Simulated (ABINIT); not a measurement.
# PbSe (Clausthalite) (Fm-3m) in ABINIT: a series of runs, part 2 of 2

ABINIT 10.8.3 (patched build). The steps go on from the part before.

## 3. Relaxation of cell and atoms, PBE

run.abi

```
# Pseudopotentials
pp_dirpath "./"
pseudos "Pb.upf, Se.upf"

# Structure
acell 4.3284127397 4.3284127397 4.3284127397 Angstrom
rprim
     0.0000000000     0.7071067812     0.7071067812
     0.7071067812     0.0000000000     0.7071067812
     0.7071067812     0.7071067812     0.0000000000
ntypat 2
znucl 82 34
natom 2
typat 1 2
chkprim 0
chksymtnons 0
tolsym 1.0e-6
xred
            0.0            0.0            0.0
            1/2            1/2            1/2

# Plane-wave basis
ecut 1061.244064 eV
ecutsm 0.5

# k points
kptopt 1
ngkpt 6 6 6
nshiftk 1
shiftk 0.0 0.0 0.0

# Exchange and correlation
ixc 11

# Bands and occupations
nband 19
occopt 3
tsmear 0.00183747

# SCF cycle
nstep 80
tolvrs 1.0e-12

# Output
iomode 3
prteig 0
prtebands 0
prtwf 0
prtden 0

# Relaxation
ionmov 22
optcell 2
ntime 50
tolmxf 2.0e-5
dilatmx 1.08
```

Potentials or basis: PseudoDojo NC SR PBE v0.4.1 standard.

Command:

```
$ abinit run.abi > log 2>&1
```

run.abo:

```text
.Version 10.8.3 of ABINIT
 Symmetries : space group Fm -3 m (#225); Bravais cF (face-center cubic)
================================================================================
 Values of the parameters that define the memory need of the present run
     intxc =       0    ionmov =      22      iscf =       7    lmnmax =       6
     lnmax =       6     mgfft =      50  mpssoang =       3    mqgrid =    3001
     natom =       2  nloc_mem =       1    nspden =       1   nspinor =       1
    nsppol =       1      nsym =      48    n1xccc =    2501    ntypat =       2
    occopt =       3   xclevel =       2
       mpw =        5709          nfft =      125000          nkpt =          16
================================================================================
================================================================================

--------------------------------------------------------------------------------
------------- Echo of variables that govern the present computation ------------
--------------------------------------------------------------------------------
 -outvars: echo values of preprocessed input variables --------
            acell      8.1795146379E+00  8.1795146379E+00  8.1795146379E+00 Bohr
              amu      2.07200000E+02  7.89600000E+01
          chkprim           0
      chksymtnons           0
          dilatmx      1.08000000E+00
             ecut      3.90000000E+01 Hartree
           ecutsm      5.00000000E-01 Hartree
           ionmov          22
              ixc          11
         kptrlatt        6    0    0      0    6    0      0    0    6
          kptrlen      4.90770878E+01
            natom           2
            nband          19
            ngfft          50      50      50
             nkpt          16
            nstep          80
             nsym          48
            ntime          50
           ntypat           2
           occopt           3
          optcell           2
           prtden           0
        prtebands           0
           prteig           0
            prtwf           0
            rprim      0.0000000000E+00  7.0710678120E-01  7.0710678120E-01
                       7.0710678120E-01  0.0000000000E+00  7.0710678120E-01
                       7.0710678120E-01  7.0710678120E-01  0.0000000000E+00
          spgroup         225
           tolmxf      2.00000000E-05
           tolsym      1.00000000E-06
           tolvrs      1.00000000E-12
           tsmear      1.83747000E-03 Hartree
            typat      1  2
           xangst      0.0000000000E+00  0.0000000000E+00  0.0000000000E+00
                       3.0606500001E+00  3.0606500001E+00  3.0606500001E+00
            xcart      0.0000000000E+00  0.0000000000E+00  0.0000000000E+00
                       5.7837902674E+00  5.7837902674E+00  5.7837902674E+00
             xred      0.0000000000E+00  0.0000000000E+00  0.0000000000E+00
                       5.0000000000E-01  5.0000000000E-01  5.0000000000E-01
            znucl       82.00000   34.00000

================================================================================

 chkinp: Checking input parameters for consistency.

================================================================================
== DATASET  1 ==================================================================

--- !DatasetInfo
iteration_state: {dtset: 1, }
dimensions: {natom: 2, nkpt: 16, mband: 19, nsppol: 1, nspinor: 1, nspden: 1, mpw: 5709, }
cutoff_energies: {ecut:  39.0, pawecutdg:  -1.0, }
[... 22 lines left out ...]
     nproj     2     2     2

- pspini: atom type   2  psp file is ./Se.upf
  34.00000  16.00000  171031                  znucl, zion, pspdat
12 -101130 2 -1 1214                          pspcod,pspxc,lmax,lloc,mmax
     nproj     2     2     2

   2.22150951E+03                                ecore*ucvol(ha*bohr**3)
--------------------------------------------------------------------------------

================================================================================

=== [ionmov=22] Limited-memory Broyden-Fletcher-Goldfarb-Shanno method
================================================================================

--- Iteration: ( 1/50) Internal Cycle: (1/1)
--------------------------------------------------------------------------------

---SELF-CONSISTENT-FIELD CONVERGENCE--------------------------------------------
[... 385 lines left out ...]
 Difference of energy with previous step (new-old):
           Absolute (Ha)=-6.67224E-07
           Relative     =-3.48129E-09

 At Broyd/MD step   4, gradients are converged :
  max grad (force/stress) = 1.7421E-05 < tolmxf= 2.0000E-05 ha/bohr (free atoms)

================================================================================

 ----iterations are completed or convergence reached----

 Mean square residual over all n,k,spin=   12.576E-14; max=  38.207E-12
 reduced coordinates (array xred) for    2 atoms
       0.000000000000      0.000000000000      0.000000000000
       0.500000000000      0.500000000000      0.500000000000
 rms dE/dt=  0.0000E+00; max dE/dt=  0.0000E+00; dE/dt below (all hartree)
    1       0.000000000000      0.000000000000      0.000000000000
    2       0.000000000000      0.000000000000      0.000000000000

 cartesian coordinates (angstrom) at end:
    1      0.00000000000000     0.00000000000000     0.00000000000000
    2      3.10755461454470     3.10755461454470     3.10755461454470

 cartesian forces (hartree/bohr) at end:
    1     -0.00000000000000    -0.00000000000000    -0.00000000000000
    2     -0.00000000000000    -0.00000000000000    -0.00000000000000
 frms,max,avg= 0.0000000E+00 0.0000000E+00   0.000E+00  0.000E+00  0.000E+00 h/b

 cartesian forces (eV/Angstrom) at end:
    1     -0.00000000000000    -0.00000000000000    -0.00000000000000
    2     -0.00000000000000    -0.00000000000000    -0.00000000000000
 frms,max,avg= 0.0000000E+00 0.0000000E+00   0.000E+00  0.000E+00  0.000E+00 e/A
 length scales=  8.304866109382  8.304866109382  8.304866109382 bohr
              =  4.394745881704  4.394745881704  4.394745881704 angstroms
 Fermi (or HOMO) energy (hartree) =   0.14525   Average Vxc (hartree)=  -0.35920
 Eigenvalues (hartree) for nkpt=  16  k points:
 kpt#   1, nband= 19, wtk=  0.00463, kpt=  0.0000  0.0000  0.0000 (reduced coord)
  -1.59229   -1.59229   -1.59223   -1.59223   -1.59223   -0.47706   -0.47706   -0.47706
  -0.47678   -0.47678   -0.34738   -0.09598    0.07719    0.07719    0.07719    0.30788
   0.30788    0.30788    0.38206
      occupation numbers for kpt#   1
   2.00000    2.00000    2.00000    2.00000    2.00000    2.00000    2.00000    2.00000
   2.00000    2.00000    2.00000    2.00000    2.00000    2.00000    2.00000    0.00000
   0.00000    0.00000    0.00000
 prteigrs : prtvol=0 or 1, do not print more k-points.

--- !EnergyTerms
iteration_state     : {dtset: 1, itime: 4, icycle: 1, }
comment             : Components of total free energy in Hartree
kinetic             :  1.12924288568384E+02
hartree             :  5.10233521379952E+01
xc                  : -4.41915691768863E+01
Ewald energy        : -1.09007652528082E+02
psp_core            :  5.48485648203102E+00
local_psp           : -1.40361714634083E+02
non_local_psp       : -6.75317294978216E+01
internal            : -1.91660168648462E+02
'-kT*entropy'       : -9.00560415352013E-06
total_energy        : -1.91660177654066E+02
total_energy_eV     : -5.21533912211813E+03
band_energy         : -2.12637457986386E+01
...

 Cartesian components of stress tensor (hartree/bohr^3)
  sigma(1 1)= -1.74205645E-07  sigma(3 2)=  0.00000000E+00
  sigma(2 2)= -1.74205645E-07  sigma(3 1)=  0.00000000E+00
  sigma(3 3)= -1.74205645E-07  sigma(2 1)=  0.00000000E+00

-Cartesian components of stress tensor (GPa)         [Pressure=  5.1253E-03 GPa]
- sigma(1 1)= -5.12530704E-03  sigma(3 2)=  0.00000000E+00
- sigma(2 2)= -5.12530704E-03  sigma(3 1)=  0.00000000E+00
- sigma(3 3)= -5.12530704E-03  sigma(2 1)=  0.00000000E+00

== END DATASET(S) ==============================================================
================================================================================

 -outvars: echo values of variables after computation  --------
            acell      8.3048661094E+00  8.3048661094E+00  8.3048661094E+00 Bohr
           etotal     -1.9166017765E+02
            fcart     -0.0000000000E+00 -0.0000000000E+00 -0.0000000000E+00
                      -0.0000000000E+00 -0.0000000000E+00 -0.0000000000E+00
            rprim      0.0000000000E+00  7.0710678119E-01  7.0710678119E-01
                       7.0710678119E-01  0.0000000000E+00  7.0710678119E-01
                       7.0710678119E-01  7.0710678119E-01  0.0000000000E+00
           strten     -1.7420564534E-07 -1.7420564533E-07 -1.7420564534E-07
                       0.0000000000E+00  0.0000000000E+00  0.0000000000E+00
           xangst      0.0000000000E+00  0.0000000000E+00  0.0000000000E+00
                       3.1075546145E+00  3.1075546145E+00  3.1075546145E+00
             xred      0.0000000000E+00  0.0000000000E+00  0.0000000000E+00
                       5.0000000000E-01  5.0000000000E-01  5.0000000000E-01
 Calculation completed.
```

Wall time 3.1 min (1 thread of Arm Neoverse V2, shared host); peak memory 0.12 GiB.

Results:

```
Free energy                            : -5215.3391 eV
Relaxed volume                         : 30.01 Å³/atom
Relaxed cell                           : a = 4.395 Å, b = 4.395 Å, c = 4.395 Å, α = 60.00°, β = 60.00°, γ = 60.00°
Space group after relaxing (to 0.05 Å) : Fm-3m (No. 225)
Energy gained by relaxing              : 9.6 meV/atom
Ionic steps                            : 4
Pressure after relaxing                : 0.0 GPa
Band gap on the k mesh                 : 0.44 eV, direct
```

Step by step:
```
step  energy change (eV)  largest force (eV/Å)  pressure (GPa)  volume (Å³)
   1              0.0000                0.0000            2.37        57.34
   2             -0.0056                0.0000            1.97        57.76
   3             -0.0192                0.0000            0.07        59.94
   4             -0.0192                0.0000            0.01        60.02
```

Final structure:
```xyz
2
Lattice="0.0000 3.1076 3.1076 3.1076 0.0000 3.1076 3.1076 3.1076 0.0000" Properties=species:S:1:pos:R:3 pbc="T T T"
Pb    0.0000    0.0000    0.0000
Se    3.1076    3.1076    3.1076
```

Caveat: spin-orbit coupling is left out, which as a rule narrows the gap of such compounds by several tenths of an eV.

## 4. Single point, PBE (cell relaxed)

run.abi

```
# Pseudopotentials
pp_dirpath "./"
pseudos "Pb.upf, Se.upf"

# Structure
acell 3*1.0
rprim
     0.0000000000     5.8724271491     5.8724271491
     5.8724271491     0.0000000000     5.8724271491
     5.8724271491     5.8724271491     0.0000000000
ntypat 2
znucl 82 34
natom 2
typat 1 2
xred
     0.0000000000     0.0000000000     0.0000000000
     0.5000000000     0.5000000000     0.5000000000
chkprim 0
chksymtnons 0
tolsym 1.0e-6

# Plane-wave basis
ecut 39.0

# k points
kptopt 1
ngkpt 6 6 6
nshiftk 1
shiftk 0.0 0.0 0.0

# Exchange and correlation
ixc 11

# Bands and occupations
nband 19
occopt 3
tsmear 0.00183747

# SCF cycle
nstep 100
tolvrs 1.0e-10

# Output
iomode 3
prtwf 0
prtden 0
prteig 0
prtebands 0
enunit 1
prtvol 2
```

Command:

```
$ abinit run.abi > log 2>&1
```

It took 38 s on 1 thread of Arm Neoverse V2, shared host; peak memory 0.1 GiB.

The run converged. Its results:

```yaml
Free_energy: -5215.3400 eV
Pressure: -0.2 GPa
Band_gap_on_the_k_mesh: 0.44 eV, direct
Valence_electrons_inside_the_program's_atomic_spheres: Pb 10.06; Se 13.22
```

Levels at points of the mesh, in eV from the valence-band top:
| k point | band 13 | band 14 | band 15 | band 16 | band 17 | band 18 |
| --- | --- | --- | --- | --- | --- | --- |
| (0.00, 0.00, 0.00) | -1.63 | -1.63 | -1.63 | 4.64 | 4.64 | 4.64 |
| (0.50, 0.00, 0.00) | -1.26 | -1.26 | 0.00 | 0.44 | 1.83 | 1.83 |
| (0.50, 0.50, 0.00) | -4.57 | -2.91 | -2.91 | 3.93 | 5.47 | 5.47 |

Caveat: spin-orbit coupling is left out, which as a rule narrows the gap of such compounds by several tenths of an eV. A k mesh can miss the band edges.

## 5. Single point, LDA

run.abi

```
# Pseudopotentials
pp_dirpath "./"
pseudos "Pb.LDA_PW-JTH_sp.xml, Se.LDA_PW-JTH.xml"

# Structure
acell 3*1.0 Angstrom
rprim
     0.0000000000     3.0606500000     3.0606500000
     3.0606500000     0.0000000000     3.0606500000
     3.0606500000     3.0606500000     0.0000000000
ntypat 2
znucl 82 34
natom 2
typat 1 2
xred
     0.0000000000     0.0000000000     0.0000000000
     0.5000000000     0.5000000000     0.5000000000

# Plane-wave basis
ecut 10.0
pawecutdg 20.0

# k points
kptopt 1
ngkpt 6 6 6
nshiftk 1
shiftk 0.0 0.0 0.0

# Exchange and correlation
ixc 7

# Bands and occupations
nband 9
occopt 3
tsmear 0.00183747

# SCF cycle
nstep 100
tolvrs 1.0e-9

# Output
iomode 3
prtwf 0
prtden 0
prteig 0
prtebands 0
enunit 2
prtvol 2
```

Potentials or basis: JTH PAW LDA v2.0 sp.

Command:

```
$ abinit run.abi > log 2>&1
```

It took 2.7 s on 1 thread of Arm Neoverse V2, shared host; peak memory 0.07 GiB.

Results (log left out):

- Free energy: -367.0717 eV
- Pressure: -2.1 GPa
- Band gap on the k mesh: 0.20 eV, direct
- Valence electrons inside the program's atomic spheres: Pb 2.56; Se 3.90

Levels at points of the mesh, in eV from the valence-band top:
| k point | band 1 | band 2 | band 3 | band 4 | band 5 | band 6 | band 7 | band 8 | band 9 |
| --- | --- | --- | --- | --- | --- | --- | --- | --- | --- |
| (0.00, 0.00, 0.00) | -13.60 | -6.43 | -1.78 | -1.78 | -1.78 | 4.66 | 4.66 | 4.66 | 6.31 |
| (0.50, 0.00, 0.00) | -12.52 | -8.89 | -1.42 | -1.42 | 0.00 | 0.20 | 1.64 | 1.64 | 8.03 |
| (0.50, 0.50, 0.00) | -12.32 | -7.50 | -4.97 | -3.18 | -3.18 | 3.64 | 5.57 | 5.57 | 6.01 |

Caveat: spin-orbit coupling is left out, which as a rule narrows the gap of such compounds by several tenths of an eV; this set keeps more shells in the core, which shifts pressures and gaps.

## 6. The runs side by side

| task | level | potentials or basis | cell | cutoff (eV) | cell freedom (optcell) | optimiser (ionmov) | cutoff smearing ecutsm (Ha) | force stop (Ha/bohr) | fine-grid cutoff | gap on the mesh (eV) | pressure (GPa) |
| --- | --- | --- | --- | --- | --- | --- | --- | --- | --- | --- | --- |
| single point | AM05 | PseudoDojo NC SR PBEsol v0.4.1 standard | as given | 1170 | - | - | - | - | - | 0.27 | 0.0 |
| relaxation of cell and atoms | PBE | PseudoDojo NC SR PBE v0.4.1 standard | relaxed | 1061 | 2 | 22 | 0.5 | 2e-05 | - | 0.44 | 0.0 |
| single point | PBE | PseudoDojo NC SR PBE v0.4.1 standard | cell relaxed | 1061 | - | - | - | - | - | 0.44 | -0.2 |
| single point | LDA | JTH PAW LDA v2.0 sp | as given | 272 | - | - | - | - | 544.228 eV | 0.20 | -2.1 |

Alike in all rows: no spin polarisation; k mesh 6 × 6 × 6; smearing fermi-dirac 0.05 eV.

Caveats: spin-orbit coupling is left out, which as a rule narrows the gap of such compounds by several tenths of an eV; the potentials were made for another functional, which shifts forces and pressure (some runs); this set keeps more shells in the core, which shifts pressures and gaps (some runs).

Total energies depend on the potentials used, so only differences within one code and one set of settings carry meaning.

## 7. Against experiment

Step 2. Measured gap of PbSe: 0.15 eV (direct; 4.2 K; a printed reference work, monograph). This calculation gives 0.27 eV (+0.12 eV). 2 values of this kind are on record (0.15 to 0.28 eV); this one was drawn at random. Spin-orbit coupling on Pb, Se is left out. The value is that of AM05 on a finite k mesh, which can miss the band edges, without temperature or zero-point motion.

Step 3. The cell as given is a measured one (28.67 Å³/atom); PBE puts the equilibrium volume +4.7 % from it, thermal expansion not counted.

Step 5. A measured gap of PbSe is 0.28 eV (direct; 300 K; a printed reference work, monograph); the calculated 0.20 eV misses it by -0.08 eV. 2 values of this kind are on record (0.15 to 0.28 eV); this one was drawn at random. Spin-orbit coupling on Pb, Se is left out. The value is that of LDA on a finite k mesh, which can miss the band edges, without temperature or zero-point motion. Semilocal functionals fall short of measured gaps as a rule.
